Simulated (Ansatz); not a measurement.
Crystal: SiC (Moissanite 6H).

```xyz
12
Lattice="3.0950 0.0000 0.0000 -1.5475 2.6803 0.0000 0.0000 0.0000 15.1700" Properties=species:S:1:pos:R:3 pbc="T T T"
Si    1.5475    0.8934    6.9524
Si    0.0000    1.7869   14.5374
Si    1.5475    0.8934   12.0101
Si    0.0000    1.7869    4.4251
Si    0.0000    0.0000    9.4812
Si    0.0000    0.0000    1.8962
C     1.5475    0.8934    5.0562
C     0.0000    1.7869   12.6412
C     1.5475    0.8934   10.1138
C     0.0000    1.7869    2.5288
C     0.0000    0.0000    7.5850
C     0.0000    0.0000    0.0000
```

Base run:

```yaml
Program: Ansatz 0.2.0
Functional: RPBE
Potentials_or_basis: Ansatz PAW
Cutoff: 420 eV
Density_cutoff: 1680 eV
k_mesh: 10 × 10 × 2
Occupations: fermi-dirac, width 0.05 eV
Spin: no spin polarisation
```

Its results: band gap on the k mesh 2.04 eV, indirect (least direct gap 3.13 eV); pressure 3.4 GPa; largest force 0.141 eV/Å.

Task: The run is repeated on the same cell with these changes: functional from RPBE to PBE; cutoff from 420 eV to 800 eV; density cutoff from 1680 eV to 3200 eV. What comes out?

Result: Band gap on the k mesh 2.03 eV, indirect (least direct gap 3.12 eV); pressure 0.2 GPa; largest force 0.142 eV/Å.

PBE binds more tightly than RPBE, so the same cell stands under less pressure.

Caveats: the potentials were made for another functional, which shifts forces and pressure (some runs); the PAW data sets come from PBE, with cores solved anew for the run's functional, which leaves a small shift of forces and pressure (some runs).

Not every run made on this cell is shown here.
